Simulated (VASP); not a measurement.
# MgH2 (Fm-3m) in VASP: notebook

Aim: see how the results for MgH2 move with the level of theory and the settings. Levels: PBEsol0, HSE06+TS, PBE. Tasks: optical spectrum, band structure, RPA correlation energy.

Program: VASP 6.6.1. These are calculated values, not measurements. Logs are shortened: lines on timing, memory, paths and dates and some standing lists are left out, and cuts for length are marked.

## 1. The crystal as given

The structure is cubic, space group Fm-3m (No. 225). The conventional cell has a = 4.762 Å, b = 4.762 Å, c = 4.762 Å, α = 90.00°, β = 90.00°, γ = 90.00°. Mg (site symmetry m-3m) has 8 H at 2.06 Å as nearest neighbours. H (site symmetry -43m) is surrounded by 4 Mg at 2.06 Å.

Measurements of this composition are mostly on another form, of space group No. 136.

## 2. Optical spectrum, PBEsol0

POSCAR reads:

```
MgH2
1.0
    0.0000000000      2.3810671667      2.3810671667
    2.3810671667      0.0000000000      2.3810671667
    2.3810671667      2.3810671667      0.0000000000
Mg H
1 2
Cartesian
    0.0000000000      0.0000000000      0.0000000000
    1.1905335834      1.1905335834      1.1905335834
    3.5716007500      3.5716007500      3.5716007500
```

INCAR.step1 reads:

```
PREC     = High           # precision mode
ENCUT    = 520            # plane-wave cutoff, eV
EDIFF    = 1E-5           # SCF threshold, eV
ISMEAR   = 0              # smearing method
SIGMA    = 0.05           # smearing width, eV
LREAL    = F              # projectors in reciprocal space
LASPH    = T              # aspherical terms in the spheres
NELM     = 60             # most SCF steps
ALGO     = Normal         # electronic algorithm
ISIF     = 2              # what is computed and relaxed
LWAVE    = T              # write WAVECAR
LCHARG   = F              # write CHGCAR
NBANDS   = 26             # bands
GGA      = PE             # functional
```

INCAR.step2 reads:

```
PREC     = High           # precision mode
ENCUT    = 520            # plane-wave cutoff, eV
EDIFF    = 1E-6           # SCF threshold, eV
ISMEAR   = 0              # smearing method
SIGMA    = 0.05           # smearing width, eV
LREAL    = F              # projectors in reciprocal space
LASPH    = T              # aspherical terms in the spheres
NELM     = 60             # most SCF steps
ALGO     = Normal         # electronic algorithm
ISIF     = 2              # what is computed and relaxed
LWAVE    = F              # write WAVECAR
LCHARG   = F              # write CHGCAR
GGA      = PS             # functional
LHFCALC  = T              # exact exchange
AEXX     = 0.25           # exact-exchange fraction
PRECFOCK = Normal       
HFRCUT   = -1           
LOPTICS  = T              # frequency-dependent dielectric function
NBANDS   = 26             # bands
NEDOS    = 2000           # points of the DOS
CSHIFT   = 0.05         
ISTART   = 1
```

KPOINTS reads:

```
regular mesh
0
Gamma
  5 5 5
```

Potentials or basis: VASP PAW PBE potentials, release 64 (Mg, H).

Launch:

```bash
$ cat potpaw_PBE.64/Mg/POTCAR potpaw_PBE.64/H/POTCAR > POTCAR
$ cp INCAR.step1 INCAR
$ mpirun -np 1 vasp_std > vasp.out
$ cp INCAR.step2 INCAR
$ mpirun -np 1 vasp_std > vasp.out
```

OUTCAR:

```text
PREC = High
   ENCUT = 520
   EDIFF = 1E-6
   ISMEAR = 0
   LREAL = F
   LASPH = T
   NELM = 60
   ISIF = 2
   GGA = PS
   LHFCALC = T
   AEXX = 0.25
   PRECFOCK = Normal
   ISTART = 1

 ion  position               nearest neighbor table
   1  0.000  0.000  0.000-   3 2.06   3 2.06   3 2.06   2 2.06   2 2.06   2 2.06   3 2.06   2 2.06

   2  0.250  0.250  0.250-   1 2.06   1 2.06   1 2.06   1 2.06
   3  0.750  0.750  0.750-   1 2.06   1 2.06   1 2.06   1 2.06

  LATTYP: Found a face centered cubic cell.
 ALAT       =     4.7621343334

  Lattice vectors:

 A1 = (   0.0000000000,   2.3810671667,   2.3810671667)
 A2 = (   2.3810671667,   0.0000000000,   2.3810671667)
 A3 = (   2.3810671667,   2.3810671667,   0.0000000000)

Analysis of symmetry for initial positions (statically):
=====================================================================
 Subroutine PRICEL returns:
 Original cell was already a primitive cell.

 Routine SETGRP: Setting up the symmetry group for a
 face centered cubic supercell.

 Subroutine GETGRP returns: Found 48 space group operations
 (whereof 48 operations were pure point group operations)
 out of a pool of 48 trial point group operations.

The static configuration has the point symmetry O_h .

Analysis of symmetry for dynamics (positions and initial velocities):
=====================================================================
 Subroutine PRICEL returns:
 Original cell was already a primitive cell.

 Routine SETGRP: Setting up the symmetry group for a
 face centered cubic supercell.

 Subroutine GETGRP returns: Found 48 space group operations
 (whereof 48 operations were pure point group operations)
 out of a pool of 48 trial point group operations.

The dynamic configuration has the point symmetry O_h .

 Subroutine INISYM returns: Found 48 space group operations
 (whereof 48 operations are pure point group operations),
 and found     1 'primitive' translations

----------------------------------------------------------------------------------------

                                     Primitive cell

  volume of cell :      26.9988

  direct lattice vectors                    reciprocal lattice vectors
     0.000000000  2.381067167  2.381067167    -0.209989876  0.209989876  0.209989876
     2.381067167  0.000000000  2.381067167     0.209989876 -0.209989876  0.209989876
     2.381067167  2.381067167  0.000000000     0.209989876  0.209989876 -0.209989876

  length of vectors
     3.367337480  3.367337480  3.367337480     0.363713135  0.363713135  0.363713135

  position of ions in fractional coordinates (direct lattice)
     0.000000000  0.000000000  0.000000000
     0.250000000  0.250000000  0.250000000
     0.750000000  0.750000000  0.750000000

  ion indices of the primitive-cell ions
   primitive index   ion index
                 1           1
                 2           2
                 3           3

----------------------------------------------------------------------------------------

 KPOINTS: regular mesh

Automatic generation of k-mesh.
 Grid dimensions read from file:
 generate k-points for:    5    5    5

 Generating k-lattice:

  Cartesian coordinates                     Fractional coordinates (reciprocal lattice)
[... 85 lines left out ...]
 Gauss-broadening in eV      SIGMA  =   0.05
  energy-cutoff  :      520.00
  volume of cell :       27.00
 maximum number of plane-waves:       739
 NGX is ok and might be reduce to    28
  NGX = 20; NGY = 20; NGZ = 20

 number of electron       4.0000003 magnetization

 Free energy of the ion-electron system (eV)
  ---------------------------------------------------
  ext. energy  EPLUGINS =         0.00000000
  ---------------------------------------------------
  free energy    TOTEN  =       -10.08015959 eV

  energy without entropy =      -10.07911887  energy(sigma->0) =      -10.07963923

 E-fermi :   3.5045     XC(G=0):  -7.1892

 val. band max:        1.5379178632   @ k =   0.2000   0.2000   0.0000
 cond. band min:       3.5534122095   @ k =  -0.4000   0.4000   0.0000
 fundamental gap:      2.0154943463
 Fermi energy:         3.5045159832

 k-point     1 :       0.0000    0.0000    0.0000
  band No.  band energies     occupation
      1      -8.9251      2.00000
      2       3.7782      0.00000
      3      13.1917      0.00000
      4      13.1917      0.00000
      5      13.1917      0.00000
      6      15.8532      0.00000
      7      15.8532      0.00000
      8      15.8532      0.00000
      9      16.8223      0.00000
     10      19.8853      0.00000
     11      19.8853      0.00000
     12      21.8165      0.00000
     13      21.8166      0.00000
     14      21.8166      0.00000
[... 138 lines left out ...]
  band No.  band energies     occupation
      1      -4.1108      2.00000
      2      -1.9911      2.00000
      3       5.2555      0.00000
      4       5.9530      0.00000
      5      12.3394      0.00000
      6      14.6765      0.00000
      7      16.5274      0.00000
      8      20.7406      0.00000
      9      21.9972      0.00000
     10      24.2287      0.00000
     11      25.2462      0.00000
     12      27.2664      0.00000
     13      29.9220      0.00000
     14      30.9390      0.00000
 [bands above 14 left out]

------------------------ aborting loop because EDIFF is reached ----------------------------------------

  FORCE on cell =-STRESS in cart. coord.  units (eV):
  Direction    XX          YY          ZZ          XY          YZ          ZX
  --------------------------------------------------------------------------------------
  -------------------------------------------------------------------------------------
  Total       -0.3541734     -0.3541734     -0.3541734      0.0000000     -0.0000000     -0.0000000
  in kB      -21.0175228    -21.0175228    -21.0175228      0.0000000     -0.0000000     -0.0000000
  external PRESSURE =     -21.0175228 kB  Pullay stress =       0.0000000 kB

 VOLUME and BASIS-vectors are now :
 -----------------------------------------------------------------------------
  energy-cutoff  :      520.00
  volume of cell :       27.00
      direct lattice vectors                 reciprocal lattice vectors
     0.000000000  2.381067167  2.381067167    -0.209989876  0.209989876  0.209989876
     2.381067167  0.000000000  2.381067167     0.209989876 -0.209989876  0.209989876
     2.381067167  2.381067167  0.000000000     0.209989876  0.209989876 -0.209989876

 POSITION                                       TOTAL-FORCE (eV/Angst)
 -----------------------------------------------------------------------------------
      0.00000      0.00000      0.00000        -0.000000      0.000000      0.000000
      1.19053      1.19053      1.19053        -0.000000     -0.000000     -0.000000
      3.57160      3.57160      3.57160         0.000000      0.000000      0.000000
 -----------------------------------------------------------------------------------
    total drift:                                0.000000     -0.000000     -0.000000

  FREE ENERGIE OF THE ION-ELECTRON SYSTEM (eV)
  ---------------------------------------------------
  free  energy   TOTEN  =       -10.0801595942 eV

  energy  without entropy=      -10.0791188723  energy(sigma->0) =      -10.07963923

 electrical conductivity sigma (Mega S m-1) (frequency dependency in vasprun.xml)
  --------------------------------------------------------------------------------------
       0.033       0.000      -0.000
       0.000       0.033       0.000
      -0.000       0.000       0.033

  frequency dependent IMAGINARY DIELECTRIC FUNCTION (independent particle, no local field effects) density-density
     E(ev)      X         Y         Z        XY        YZ        ZX
  --------------------------------------------------------------------------------------------------------------
     0.00000     0.00000     0.00000     0.00000     0.00000     0.00000     0.00000
     0.70883     0.00233     0.00233     0.00233     0.00000     0.00000    -0.00000
     1.41767     0.00488     0.00488     0.00488     0.00000     0.00000    -0.00000
     2.12650     0.00790     0.00790     0.00790     0.00000     0.00000    -0.00000
     2.83534     0.01181     0.01181     0.01181     0.00000     0.00000    -0.00000
     3.54417     0.01734     0.01734     0.01734     0.00000     0.00000    -0.00000
[... 92 lines left out ...]
    69.46572     0.00008     0.00008     0.00008    -0.00000     0.00000    -0.00000
    70.17456     0.00008     0.00008     0.00008    -0.00000     0.00000    -0.00000

  frequency dependent      REAL DIELECTRIC FUNCTION (independent particle, no local field effects) density-density
     E(ev)        X           Y           Z          XY          YZ          ZX
  --------------------------------------------------------------------------------------------------------------
     0.00000     3.49353     3.49353     3.49353     0.00000     0.00000    -0.00000
     0.70883     3.50994     3.50994     3.50994     0.00000     0.00000    -0.00000
     1.41767     3.56063     3.56063     3.56063     0.00000     0.00000    -0.00000
     2.12650     3.65040     3.65040     3.65040     0.00000     0.00000    -0.00000
     2.83534     3.78870     3.78870     3.78870     0.00000     0.00000    -0.00000
     3.54417     3.99271     3.99271     3.99271     0.00000     0.00000    -0.00000
[... 92 lines left out ...]
    69.46572     0.94804     0.94804     0.94804    -0.00000    -0.00000     0.00000
    70.17456     0.94914     0.94914     0.94914    -0.00000    -0.00000     0.00000

  frequency dependent IMAGINARY DIELECTRIC FUNCTION (independent particle, no local field effects) current-current
     E(ev)      X         Y         Z        XY        YZ        ZX
  --------------------------------------------------------------------------------------------------------------
     0.00000     7.03621     7.03621     7.03621     0.00000     0.00000    -0.00000
     0.70883     0.35645     0.35645     0.35645     0.00000     0.00000    -0.00000
     1.41767     0.18551     0.18551     0.18551     0.00000     0.00000    -0.00000
     2.12650     0.13254     0.13254     0.13254     0.00000     0.00000    -0.00000
     2.83534     0.11017     0.11017     0.11017     0.00000     0.00000    -0.00000
     3.54417     0.10179     0.10179     0.10179     0.00000     0.00000    -0.00000
[... 92 lines left out ...]
    69.46572     0.00000     0.00000     0.00000     0.00000     0.00000     0.00000
    70.17456     0.00000     0.00000     0.00000     0.00000     0.00000     0.00000

  frequency dependent      REAL DIELECTRIC FUNCTION (independent particle, no local field effects) current-current
     E(ev)        X           Y           Z          XY          YZ          ZX
  --------------------------------------------------------------------------------------------------------------
     0.00000     3.49339     3.49339     3.49339     0.00000     0.00000    -0.00000
     0.70883     3.50975     3.50975     3.50975     0.00000     0.00000    -0.00000
     1.41767     3.56043     3.56043     3.56043     0.00000     0.00000    -0.00000
     2.12650     3.65019     3.65019     3.65019     0.00000     0.00000    -0.00000
     2.83534     3.78847     3.78847     3.78847     0.00000     0.00000    -0.00000
     3.54417     3.99244     3.99244     3.99244     0.00000     0.00000    -0.00000
[... 92 lines left out ...]
    69.46572     0.94804     0.94804     0.94804    -0.00000    -0.00000     0.00000
    70.17456     0.94914     0.94914     0.94914    -0.00000    -0.00000     0.00000
```

It took 4.6 min on 1 thread of AMD EPYC 7R13 (Zen 3), shared host; peak memory 0.11 GiB.

Results:

- Free energy: -10.0802 eV
- Pressure: -2.1 GPa
- Band gap on the k mesh: none (metal or under the smearing width)

Dielectric function (mean over the directions given):
| energy (eV) | real part | imaginary part |
| --- | --- | --- |
| 0.28 | 3.50 | 0.00 |
| 0.78 | 3.51 | 0.00 |
| 1.28 | 3.55 | 0.00 |
| 1.77 | 3.60 | 0.01 |
| 2.27 | 3.67 | 0.01 |
| 2.76 | 3.77 | 0.01 |
| 3.26 | 3.90 | 0.01 |
| 3.76 | 4.07 | 0.02 |
| 4.32 | 4.33 | 0.03 |
| 4.82 | 4.65 | 0.04 |
| 5.32 | 5.08 | 0.11 |
| 5.81 | 5.74 | 0.09 |
| 6.31 | 6.91 | 0.16 |
| 6.80 | 9.74 | 0.53 |
| 7.30 | 0.11 | 22.64 |
| 7.80 | 15.36 | 5.15 |
| 8.36 | 1.09 | 1.25 |
| 8.86 | 3.16 | 13.45 |
| 9.36 | 7.13 | 10.44 |
| 9.85 | -12.31 | 5.94 |
| 10.35 | -1.35 | 1.18 |
| 10.85 | -4.56 | 1.92 |
| 11.34 | -3.99 | 0.38 |
| 11.84 | -2.06 | 0.15 |
| 12.40 | -0.81 | 0.33 |
| 12.90 | -0.47 | 0.20 |
| 13.40 | -0.55 | 2.80 |
| 13.89 | -0.64 | 2.18 |
| 14.39 | -1.62 | 1.93 |
| 14.89 | -2.13 | 0.89 |
| 15.38 | -0.48 | 0.78 |
| 15.88 | -0.78 | 0.12 |
| 16.44 | -0.21 | 0.22 |
| 16.94 | -0.09 | 0.04 |
| 17.44 | 0.13 | 0.13 |
| 17.93 | 0.58 | 0.33 |
| 18.43 | 0.22 | 0.16 |
| 18.93 | -0.06 | 0.30 |
| 19.42 | 0.39 | 1.00 |
| 19.99 | -0.16 | 0.07 |

Caveat: the k mesh is coarse (spacing up to 0.46 Å⁻¹), so the values aren't converged, least of all with exact exchange; spectra need much finer meshes, so this one isn't converged; independent-particle spectra lack excitons; the intraband (Drude) part of a metal's response may be missing; the PAW data sets were made with another functional, which shifts forces and pressure a little.

[end of part 1 of 3]
